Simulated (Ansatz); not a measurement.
AgCl: energy along a strain

AgCl, Fm-3m, a = 5.546 Å (as given, not relaxed at this level: -2.6 GPa). Ansatz: PBEsol, PAW, 420 eV, Γ-centred 8×8×8 mesh on 2 atoms, Gaussian smearing 0.05 eV; no spin polarisation. Cell vectors (Å): 0.000 2.773 2.773; 2.773 0.000 2.773; 2.773 2.773 0.000. The cell is strained by x per cent times the pattern (0 0 0 0 1 0) in the order xx yy zz yz xz xy (engineering shears), with fractional coordinates held. y is the free energy over the start, V0 = 21.327 Å³/atom. Symmetry makes y even in x.

```tsv
x (%)	y (meV/atom)
-6.00	?
-3.00	0.31
0.00	0.00
0.75	0.02
1.50	0.08
2.25	0.17
3.75	0.49
4.50	0.70
5.25	0.96
```

Question: Fit y = c2 x² + c4 x⁴ to the other rows, get the stiffness along the pattern, and predict the missing energy.

Answer: Least squares on the rows shown. y = 0.03432 x² + 1.782×10⁻⁵ x⁴. The clamped-ion stiffness p·C·p = 2 × 0.3432 eV × 160.2 / 21.327 Å³ = 5.2 GPa, which is C55 in these axes (C44 of the cubic crystal) (second derivative at the start, which stands under stress). At x = -6.00 the fit asked for gives 1.26 meV/atom. The run gave 1.26 meV/atom, the same to the digits shown.